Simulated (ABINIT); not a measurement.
BP:

```
P B
1.0
     0.00000    2.26900    2.26900
     2.26900    0.00000    2.26900
     2.26900    2.26900    0.00000
P B
1 1
Direct
  0.75000 0.75000 0.75000
  0.00000 0.00000 0.00000
```

Base run:

```yaml
Program: ABINIT 10.8.3 (patched build)
Functional: LDA
Potentials_or_basis: PseudoDojo NC SR LDA v0.4.1 standard
Cutoff: 925 eV
k_mesh: 8 × 8 × 8
Occupations: fermi-dirac, width 0.05 eV
Spin: no spin polarisation
```

Its results: band gap on the k mesh 1.23 eV, indirect (least direct gap 3.39 eV); pressure -5.7 GPa.

Problem. After a change of settings the same cell gave: band gap on the k mesh 1.17 eV, indirect (least direct gap 3.36 eV); pressure -2.0 GPa. Which change was it?
A. functional from LDA to PBE; potentials or basis from PseudoDojo NC SR LDA v0.4.1 standard to PseudoDojo NC SR PBE v0.4.1 standard; cutoff from 925 eV to 1034 eV
B. functional from LDA to PBE; potentials or basis from PseudoDojo NC SR LDA v0.4.1 standard to PseudoDojo NC SR PBE v0.4 stringent
C. functional from LDA to PBEsol; potentials or basis from PseudoDojo NC SR LDA v0.4.1 standard to PseudoDojo NC SR PBEsol v0.4.1 standard
D. cutoff from 925 eV to 1034 eV

Solution. C.
